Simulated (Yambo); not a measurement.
SiC (Moissanite 3C):

```
Si C
1.0
     0.00000    2.17900    2.17900
     2.17900    0.00000    2.17900
     2.17900    2.17900    0.00000
Si C
1 1
Direct
  0.00000 0.00000 0.00000
  0.75000 0.75000 0.75000
```

Base run:

| Item | Value |
| --- | --- |
| Program | Yambo 5.3.0 |
| Functional | PBE |
| Potentials or basis | PseudoDojo 0.4 FR PBE standard |
| Cutoff | 1116 eV |
| Density cutoff | 4463 eV |
| k mesh | 6 × 6 × 6 |
| Occupations | fixed |
| Spin | non-collinear spin, zero start, spin-orbit coupling |

Its results: band gap on the k mesh, mean-field level 1.36 eV, indirect (least direct gap 4.55 eV).

Task: The run is repeated on the same cell with these changes: functional from PBE to PBEsol; potentials or basis from PseudoDojo 0.4 FR PBE standard to PseudoDojo 0.4 FR PBEsol standard. What comes out?

Result: Band gap on the k mesh, mean-field level 1.24 eV, indirect (least direct gap 4.45 eV).

A k mesh can miss the band edges.
